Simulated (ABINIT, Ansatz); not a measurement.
## NaI (Fm-3m): changed settings of a GW run in ABINIT

A base run on NaI (Fm-3m), then changed inputs.

Program: ABINIT 10.8.3. Level of theory: PBE and many-body steps on it, plane waves. Results are calculated unless marked as measured.

### Step 1. The starting structure

Symmetry: Fm-3m, No. 225, cubic system. Conventional cell: a = 6.473 Å, b = 6.473 Å, c = 6.473 Å, α = 90.00°, β = 90.00°, γ = 90.00°. Nearest to Na lie 6 I at 3.24 Å. Nearest to I lie 6 Na at 3.24 Å. Farther neighbours and most contacts between anions are not listed.

The cell and positions come from the Crystallography Open Database and are kept as given unless a step says otherwise. Spin-orbit coupling is left out unless a step names it.

### Step 2. Screening, 4×4×4 mesh, 70 bands, screening to 114.3 eV

This step: ABINIT 10.8.3; RPA screening on PBE, plane waves, norm-conserving pseudopotentials.

The RPA dielectric matrix is built and inverted for each q.

run.abi reads:

```
acell 3*1.0 Angstrom
rprim 
  0.000000000000 3.236400000000 3.236400000000
  3.236400000000 -0.000000000000 3.236400000000
  3.236400000000 3.236400000000 -0.000000000000
ntypat 2
znucl 11 53
natom 2
typat 1 2
xred 
  0.000000000000 0.000000000000 0.000000000000
  0.500000000000 0.500000000000 0.500000000000
pp_dirpath "pseudos"
pseudos "Na.upf, I.upf"
ecut 38
ngkpt 4 4 4
nshiftk 1
shiftk 0 0 0
kptopt 1
chksymbreak 0
istwfk *1
occopt 1
irdwfk 1
optdriver 3
nband 70
ecuteps 4.2
inclvkb 2
awtr 1
symchi 1
indata_prefix "in"
outdata_prefix "out"
tmpdata_prefix "tmp"
```

Command:

```bash
> OMP_NUM_THREADS=1 mpirun -n 4 abinit run.abi > log
```

What it wrote:

```text
.Version 10.8.3 of ABINIT. v10.8.2 released Aug 2026.

 Symmetries : space group Fm -3 m (#225); Bravais cF (face-center cubic)
[... echo of the input left out ...]
== DATASET  1 ==================================================================
-   mpi_nproc: 4, omp_nthreads: 1 (-1 if OMP is not activated)

--- !DatasetInfo
iteration_state: {dtset: 1, }
dimensions: {natom: 2, nkpt: 8, mband: 70, nsppol: 1, nspinor: 1, nspden: 1, mpw: 5124, }
cutoff_energies: {ecut:  38.0, pawecutdg:  -1.0, }
electrons: {nelect:   1.60000000E+01, charge:   0.00000000E+00, occopt:   1.00000000E+00, tsmear:   1.00000000E-02, }

 SCREENING: Calculation of the susceptibility and dielectric matrices

 Based on a program developped by R.W. Godby, V. Olevano, G. Onida, and L. Reining.
 Incorporated in ABINIT by V. Olevano, G.-M. Rignanese, and M. Torrent.
.Using double precision arithmetic ; gwpc =  8

[... cell and pseudopotentials left out ...]
--------------------------------------------------------------------------------

 ==== K-mesh for the wavefunctions ====
 Number of points in the irreducible wedge :     8
[... list of points left out ...]
 Together with 48 symmetry operations and time-reversal symmetry
 yields    64 points in the full Brillouin Zone.

 ==== Q-mesh for the screening function ====
 Number of points in the irreducible wedge :     8
[... list of points left out ...]
 Together with 48 symmetry operations and time-reversal symmetry
 yields    64 points in the full Brillouin Zone.

 setmesh: FFT mesh size selected  =    32x   32x   32
          total number of points  =        32768

 vcoul_init : cutoff-mode = AUXILIARY_FUNCTION
 q-points for optical limit:   1
     1)      0.000010    0.000020    0.000030

- screening: taking advantage of time-reversal symmetry
- Maximum band index for partially occupied states nbvw = 8
- Remaining bands to be divided among processors   nbcw = 62
- Number of bands treated by each node ~15

 Number of electrons calculated from density =   16.0000; Expected =   16.0000
 average of density, n =  0.034971
 r_s =    1.8970
 omega_plasma =   18.0389 [eV]

 calculating chi0 at frequencies [eV] :
  1    0.000000E+00    0.000000E+00
  2    0.000000E+00    1.803886E+01

--------------------------------------------------------------------------------
  q-point number  1        q = ( 0.000000, 0.000000, 0.000000) [r.l.u.]
--------------------------------------------------------------------------------
[... chi0 elements left out ...]
 For q-point:  0.000010 0.000020 0.000030
  dielectric constant =   3.2336
  dielectric constant without local fields =   3.9319

  Average fulfillment of the sum rule on Im[epsilon] for q-point    1 :     57.56  [%]
[... wings left out ...]
  q-point number  2        q = ( 0.250000, 0.000000, 0.000000) [r.l.u.]
--------------------------------------------------------------------------------
[... chi0 elements left out ...]
  Average fulfillment of the sum rule on Im[epsilon] for q-point    2 :     68.53  [%]

 [... 6 further q-points ...]
```

Run time: 33 s. Hardware: 4 MPI ranks of Arm Neoverse N1, shared host; peak memory 0.84 GiB; 2.2 min of CPU time.

Numbers from this step:

- ε∞ with local fields, on this mesh, along the program's q direction: 3.234
- the same without local fields: 3.932
- plasma frequency: 18.04 eV
- plane waves in the screening matrix: 169

Local fields lower ε∞ by 18 %.

### Step 3. Base

The self-energy is evaluated for the states that the input lists, and the levels follow from it, in one-shot runs by the linearised quasiparticle equation.

This step: G0W0 on PBE, plane waves, norm-conserving pseudopotentials.

Edit run.abi of step 2 so:

```diff
@@ -23,8 +23,15 @@
 irdwfk 1
-optdriver 3
+optdriver 4
 nband 70
+gwcalctyp 0
+ecutsigx 38
+symsigma 1
+nkptgw 1
+kptgw 
+  0.0000000000 0.0000000000 0.0000000000
+bdgw 
+  6 12
 ecuteps 4.2
-inclvkb 2
-awtr 1
-symchi 1
+irdscr 1
+ppmodel 1
 indata_prefix "in"
```

What it wrote:

```text
.Version 10.8.3 of ABINIT. v10.8.2 released Aug 2026.

 Symmetries : space group Fm -3 m (#225); Bravais cF (face-center cubic)
[... echo of the input left out ...]
== DATASET  1 ==================================================================
-   mpi_nproc: 4, omp_nthreads: 1 (-1 if OMP is not activated)

--- !DatasetInfo
iteration_state: {dtset: 1, }
dimensions: {natom: 2, nkpt: 8, mband: 70, nsppol: 1, nspinor: 1, nspden: 1, mpw: 5124, }
cutoff_energies: {ecut:  38.0, pawecutdg:  -1.0, }
electrons: {nelect:   1.60000000E+01, charge:   0.00000000E+00, occopt:   1.00000000E+00, tsmear:   1.00000000E-02, }

 SIGMA: Calculation of the GW corrections

 Based on a program developped by R.W. Godby, V. Olevano, G. Onida, and L. Reining.
 Incorporated in ABINIT by V. Olevano, G.-M. Rignanese, and M. Torrent.
.Using double precision arithmetic ; gwpc =  8

[... cell and pseudopotentials left out ...]
--------------------------------------------------------------------------------

 ==== K-mesh for the wavefunctions ====
 Number of points in the irreducible wedge :     8
[... list of points left out ...]
 Together with 48 symmetry operations and time-reversal symmetry
 yields    64 points in the full Brillouin Zone.

 ==== Q-mesh for screening function ====
 Number of points in the irreducible wedge :     8
[... list of points left out ...]
 Together with 48 symmetry operations and time-reversal symmetry
 yields    64 points in the full Brillouin Zone.

 vcoul_init : cutoff-mode = AUXILIARY_FUNCTION
 q-points for optical limit:   1
     1)      0.000010    0.000020    0.000030
 setmesh: FFT mesh size selected  =    50x   50x   50
          total number of points  =       125000

 Number of electrons calculated from density =   16.0000; Expected =   16.0000
 average of density, n =  0.034971
 r_s =    1.8970
 omega_plasma =   18.0389 [eV]

 === KS Band Gaps ===
  >>>> For spin  1
   Minimum direct gap =   3.6392 [eV], located at k-point      :   0.0000  0.0000  0.0000
   Fundamental gap    =   3.6392 [eV], Top of valence bands at :   0.0000  0.0000  0.0000
                                       Bottom of conduction at :   0.0000  0.0000  0.0000
 SIGMA fundamental parameters:
 PLASMON POLE MODEL  1
 number of plane-waves for SigmaX                 5065
 number of plane-waves for SigmaC and W            169
 number of plane-waves for wavefunctions          5065
 number of bands                                    70
 number of independent spin polarizations            1
 number of spinorial components                      1
 number of k-points in IBZ                           8
 number of q-points in IBZ                           8
 number of symmetry operations                      48
 number of k-points in BZ                           64
 number of q-points in BZ                           64
 number of frequencies for dSigma/dE                 9
 frequency step for dSigma/dE [eV]                0.25
 number of omega for Sigma on real axis              0
 max omega for Sigma on real axis  [eV]           0.00
 zcut for avoiding poles [eV]                     0.10

 EPSILON^-1 parameters (SCR file):
 dimension of the eps^-1 matrix on file            169
 dimension of the eps^-1 matrix used               169
 number of plane-waves for wavefunctions          5065
 number of bands                                    70
 number of q-points in IBZ                           8
 number of frequencies                               2
 number of real frequencies                          1
 number of imag frequencies                          1

 matrix elements of self-energy operator (all in [eV])

 Perturbative Calculation

--- !SelfEnergy_ee
iteration_state: {dtset: 1, }
kpoint     : [   0.000,    0.000,    0.000, ]
spin       : 1
KS_gap     :    3.639
QP_gap     :    5.427
Delta_QP_KS:    1.788
data: !SigmaeeData |
     Band     E0 <VxcDFT>   SigX SigC(E0)      Z dSigC/dE  Sig(E)    E-E0       E
        6   0.107 -11.384 -14.313   1.540   0.803  -0.245 -12.499  -1.116  -1.008
        7   0.107 -11.384 -14.313   1.540   0.803  -0.245 -12.499  -1.116  -1.008
        8   0.107 -11.384 -14.313   1.540   0.803  -0.245 -12.499  -1.116  -1.008
        9   3.746  -7.312  -3.615  -2.896   0.840  -0.190  -6.640   0.672   4.418
       10   8.073  -7.141  -3.086  -3.173   0.829  -0.207  -6.410   0.731   8.804
       11   8.073  -7.141  -3.086  -3.173   0.829  -0.207  -6.410   0.731   8.804
       12   8.073  -7.141  -3.086  -3.173   0.829  -0.207  -6.410   0.731   8.804

== END DATASET(S) ==============================================================
================================================================================

 -outvars: echo values of variables after computation  --------
           etotal      0.0000000000E+00
            nband          70
             nkpt           8
          spgroup         225
 [... the other variables as echoed above ...]

 Calculation completed.
```

Elapsed: 7.4 s, on 4 MPI ranks; peak memory 0.71 GiB; 29 s of CPU time.

Numbers from this step:

| Quantity | Value |
| --- | --- |
| G0W0 gap on the points computed | 5.426 eV |
| starting gap on the mesh | 3.639 eV |
| k of the valence top | 0, 0, 0 |
| k of the conduction bottom | 0, 0, 0 |
| Z at the valence top | 0.803 |
| Z at the conduction bottom | 0.84 |
| least direct G0W0 gap on the computed points | 5.426 eV |

The gap on the mesh goes from 3.64 eV to 5.43 eV, a correction of +1.79 eV.

### Step 4. Broadening of the poles

Edit run.abi of step 3 so:

```diff
@@ -36,2 +36,3 @@
 ppmodel 1
+zcut 1.0 eV
 indata_prefix "in"
```

What it wrote:

```text
.Version 10.8.3 of ABINIT. v10.8.2 released Aug 2026.

 Symmetries : space group Fm -3 m (#225); Bravais cF (face-center cubic)
[... echo of the input left out ...]
== DATASET  1 ==================================================================
-   mpi_nproc: 4, omp_nthreads: 1 (-1 if OMP is not activated)

--- !DatasetInfo
iteration_state: {dtset: 1, }
dimensions: {natom: 2, nkpt: 8, mband: 70, nsppol: 1, nspinor: 1, nspden: 1, mpw: 5124, }
cutoff_energies: {ecut:  38.0, pawecutdg:  -1.0, }
electrons: {nelect:   1.60000000E+01, charge:   0.00000000E+00, occopt:   1.00000000E+00, tsmear:   1.00000000E-02, }

 SIGMA: Calculation of the GW corrections

 Based on a program developped by R.W. Godby, V. Olevano, G. Onida, and L. Reining.
 Incorporated in ABINIT by V. Olevano, G.-M. Rignanese, and M. Torrent.
.Using double precision arithmetic ; gwpc =  8

[... cell and pseudopotentials left out ...]
--------------------------------------------------------------------------------

 ==== K-mesh for the wavefunctions ====
 Number of points in the irreducible wedge :     8
[... list of points left out ...]
 Together with 48 symmetry operations and time-reversal symmetry
 yields    64 points in the full Brillouin Zone.

 ==== Q-mesh for screening function ====
 Number of points in the irreducible wedge :     8
[... list of points left out ...]
 Together with 48 symmetry operations and time-reversal symmetry
 yields    64 points in the full Brillouin Zone.

 vcoul_init : cutoff-mode = AUXILIARY_FUNCTION
 q-points for optical limit:   1
     1)      0.000010    0.000020    0.000030
 setmesh: FFT mesh size selected  =    50x   50x   50
          total number of points  =       125000

 Number of electrons calculated from density =   16.0000; Expected =   16.0000
[...]
number of q-points in BZ                           64
 number of frequencies for dSigma/dE                 9
 frequency step for dSigma/dE [eV]                0.25
 number of omega for Sigma on real axis              0
 max omega for Sigma on real axis  [eV]           0.00
 zcut for avoiding poles [eV]                     1.00

 EPSILON^-1 parameters (SCR file):
 dimension of the eps^-1 matrix on file            169
 dimension of the eps^-1 matrix used               169
 number of plane-waves for wavefunctions          5065
 number of bands                                    70
 number of q-points in IBZ                           8
 number of frequencies                               2
 number of real frequencies                          1
 number of imag frequencies                          1

 matrix elements of self-energy operator (all in [eV])

 Perturbative Calculation

--- !SelfEnergy_ee
iteration_state: {dtset: 1, }
kpoint     : [   0.000,    0.000,    0.000, ]
spin       : 1
KS_gap     :    3.639
QP_gap     :    5.427
Delta_QP_KS:    1.788
data: !SigmaeeData |
     Band     E0 <VxcDFT>   SigX SigC(E0)      Z dSigC/dE  Sig(E)    E-E0       E
        6   0.107 -11.384 -14.313   1.540   0.803  -0.245 -12.500  -1.116  -1.009
        7   0.107 -11.384 -14.313   1.540   0.803  -0.245 -12.500  -1.116  -1.009
        8   0.107 -11.384 -14.313   1.540   0.803  -0.245 -12.500  -1.116  -1.009
        9   3.746  -7.312  -3.615  -2.896   0.840  -0.191  -6.640   0.672   4.418
       10   8.073  -7.141  -3.086  -3.173   0.829  -0.207  -6.410   0.731   8.804
       11   8.073  -7.141  -3.086  -3.173   0.829  -0.207  -6.410   0.731   8.804
       12   8.073  -7.141  -3.086  -3.173   0.829  -0.207  -6.410   0.731   8.804

== END DATASET(S) ==============================================================
================================================================================

 -outvars: echo values of variables after computation  --------
           etotal      0.0000000000E+00
            nband          70
             nkpt           8
          spgroup         225
 [... the other variables as echoed above ...]

 Calculation completed.
```

Run time: 7.2 s. Hardware: 4 MPI ranks; peak memory 0.73 GiB.

This step gave:

```yaml
g0w0_gap_on_the_points_computed: 5.427 eV
starting_gap_on_the_mesh: 3.639 eV
k_of_the_valence_top: 0, 0, 0
k_of_the_conduction_bottom: 0, 0, 0
z_at_the_valence_top: 0.803
z_at_the_conduction_bottom: 0.84
least_direct_g0w0_gap_on_the_computed_points: 5.427 eV
```

Against G0W0 in ABINIT (4×4×4 mesh, 70 bands, screening to 114.3 eV, Godby-Needs plasmon pole), the gap moves by +0.001 eV.

### Step 5. Contour deformation on a plasmon-pole file

Edit run.abi of step 4 so:

```diff
@@ -25,3 +25,3 @@
 nband 70
-gwcalctyp 0
+gwcalctyp 2
 ecutsigx 38
@@ -35,4 +35,2 @@
 irdscr 1
-ppmodel 1
-zcut 1.0 eV
 indata_prefix "in"
```

What it wrote:

```text
.Version 10.8.3 of ABINIT. v10.8.2 released Aug 2026.

 Symmetries : space group Fm -3 m (#225); Bravais cF (face-center cubic)
================================================================================
 Values of the parameters that define the memory need of the present run
     intxc =       0    ionmov =       0      iscf =       7    lmnmax =       6
     lnmax =       6     mgfft =      50  mpssoang =       3    mqgrid =    3001
     natom =       2  nloc_mem =       1    nspden =       1   nspinor =       1
    nsppol =       1      nsym =      48    n1xccc =    2501    ntypat =       2
    occopt =       1   xclevel =       2
-    mband =          70        mffmem =           1         mkmem =           2
       mpw =        5124          nfft =      125000          nkpt =           8
================================================================================
  Rough estimation (10% accuracy) of disk space for files :
================================================================================

--------------------------------------------------------------------------------
------------- Echo of variables that govern the present computation ------------
--------------------------------------------------------------------------------
 -outvars: echo values of preprocessed input variables --------
            acell      1.8897261259E+00  1.8897261259E+00  1.8897261259E+00 Bohr

             bdgw           6      12
      chksymbreak           0
             ecut      3.80000000E+01 Hartree
          ecuteps      4.20000000E+00 Hartree
         ecutsigx      3.80000000E+01 Hartree
          ecutwfn      3.80000000E+01 Hartree
-          fftalg         312
        gwcalctyp           2
           irdscr           1
           irdwfk           1

[...]
setmesh: FFT mesh size selected  =    50x   50x   50
          total number of points  =       125000

 Number of electrons calculated from density =   16.0000; Expected =   16.0000
 average of density, n =  0.034971
 r_s =    1.8970
 omega_plasma =   18.0389 [eV]

 === KS Band Gaps ===
  >>>> For spin  1
   Minimum direct gap =   3.6392 [eV], located at k-point      :   0.0000  0.0000  0.0000
   Fundamental gap    =   3.6392 [eV], Top of valence bands at :   0.0000  0.0000  0.0000
                                       Bottom of conduction at :   0.0000  0.0000  0.0000
 SIGMA fundamental parameters:
 CONTOUR DEFORMATION
 number of plane-waves for SigmaX                 5065
 number of plane-waves for SigmaC and W            169
 number of plane-waves for wavefunctions          5065
 number of bands                                    70
 number of independent spin polarizations            1
 number of spinorial components                      1
 number of k-points in IBZ                           8
 number of q-points in IBZ                           8
 number of symmetry operations                      48
 number of k-points in BZ                           64
 number of q-points in BZ                           64
 number of frequencies for dSigma/dE                 9
 frequency step for dSigma/dE [eV]                0.25
 number of omega for Sigma on real axis              0
 max omega for Sigma on real axis  [eV]           0.00
 zcut for avoiding poles [eV]                     0.10

 EPSILON^-1 parameters (SCR file):
 dimension of the eps^-1 matrix on file            169
 dimension of the eps^-1 matrix used               169
 number of plane-waves for wavefunctions          5065
 number of bands                                    70
 number of q-points in IBZ                           8
 number of frequencies                               2
 number of real frequencies                          1
 number of imag frequencies                          1

 matrix elements of self-energy operator (all in [eV])

 Perturbative Calculation

--- !ERROR
message: |
    Fatal error

--- !ERROR
message: |
    Fatal error

--- from the log ---
Fatal error
```

The job ended after 4.2 s (4 MPI ranks; peak memory 0.43 GiB).

The run stopped with an error after 4.2 s.

The fault put into this input: contour deformation on a plasmon-pole file.

### Step 6. Side by side

Times are wall times on 4 MPI ranks of Arm Neoverse N1, shared host, good to a factor of about two. A run's time includes the screening step that it read.

```csv
run,mesh,bands,screening cutoff (eV),DFT gap (eV),gap on the mesh (eV),direct (eV),ε∞ used,time
base,4×4×4,70,114.3,3.639,5.426,5.426,3.23,40 s
broadening of the poles,4×4×4,70,114.3,3.639,5.427,5.427,3.23,40 s
```

### Step 7. Outcome

| Property | Result |
| --- | --- |
| base | 5.426 eV |
| broadening of the poles | 5.427 eV |
| known limits | not at the basis limit; no spin-orbit coupling |

**Reading.** Broadening of the poles: no change against base (keys changed: zcut). Bands and cutoff are finite, so the gap is not at the basis limit. The miss can reach some tenths of an eV and take either sign; the mesh is an error of its own. In the G0W0 runs levels were corrected at 1 k point alone, so a gap called «on the mesh» is the least over those, and an edge elsewhere would be missed. The many-body steps are scalar-relativistic: spin-orbit coupling is not in them.

[Paths, hosts, dates, memory and timing lines, banners, echoed tables and standing remarks are left out of the program output.]

[Logs are printed without paths, hosts, clocks, repeated set-up lines and the standing remarks that a program may print on its own settings, such as how far it seeks lower states.]

[Runs of the session that timed out or met a known fault of the program may be left out.]

[Hosts, paths, dates, database ids (printed as entryN), source tags and the programs' standing remarks are cut or masked in the printed files.]

[G0W0 gaps are taken among the corrected bands and points alone; a level outside them can change the order at an edge.]

[Where Ansatz stands beside ABINIT at settings called matched, ABINIT's density can come from a denser mesh and the files from another edition; pairs whose starting gaps differed by over 0.03 eV were left out, so agreement reads better than it is.]
